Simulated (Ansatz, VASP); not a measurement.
Two plane-wave programs on MgS

File INCAR:

```
SYSTEM = MgS
ALGO = Normal
EDIFF = 1E-7
EDIFFG = -0.002
ENCUT = 600
GGA = PS
IBRION = 2
ISIF = 3
ISMEAR = -1
LASPH = .True.
LCHARG = .False.
LREAL = .False.
LWAVE = .False.
NELM = 60
NSW = 100
PREC = Accurate
SIGMA = 0.08
```

The input KPOINTS:

```
k-points
0
Gamma
  12 12 12
  0 0 0
```

The input POSCAR:

```
MgS
1.0
    2.6016500000      2.6016500000      0.0000000000
   -2.6016500000      2.6016500000      0.0000000000
    0.0000000000      2.6016500000      2.6016500000
Mg S
1 1
Direct
    0.0000000000      0.0000000000      0.0000000000
    0.5000000000      0.5000000000      0.0000000000
```

Input for Ansatz:

```yaml
crystal:
  lattice:
    - [2.60165, 2.60165, 0.0]
    - [-2.60165, 2.60165, 0.0]
    - [0.0, 2.60165, 2.60165]
  atoms:
    - { symbol: Mg, position: [0.0, 0.0, 0.0] }
    - { symbol: S, position: [0.5, 0.5, 0.0] }
kpoints:
  mp_grid: { grid: [12, 12, 12] }
scf:
  occupations: { method: fermi_dirac, width: 0.08 }
hamiltonian:
  xc: pbesol
  pseudopotentials: { kind: paw }
relax:
  f_tol: 0.002
  max_steps: 80
  cell: {}
output:
  forces: true
  stress: true
```

Alike in both runs: task relaxation of cell and atoms; functional PBEsol; k mesh 12 × 12 × 12; occupations fermi-dirac, width 0.08 eV; no spin polarisation.

|  | VASP | Ansatz |
| --- | --- | --- |
| version | VASP 6.6.1 | Ansatz 0.2.0 |
| potentials or method | VASP PAW PBE potentials, release 64 (Mg, S) | PAW with Ansatz's default frozen-core files, scalar-relativistic |
| plane-wave cutoff (eV) | 600 | 420 |
| valence electrons in the cell | 8 | 16 |

```tsv
	VASP	Ansatz	Ansatz less VASP
relaxed volume (Å³/atom)	17.36	17.39	+0.038
relaxed cell length with the largest relative difference (Å)	3.662	3.664	+0.0027
```

The two sets of potentials don't hold the same shells in valence.

Caveats: the PAW data sets were made with another functional, which shifts forces and pressure a little (VASP). A k mesh can miss the band edges.
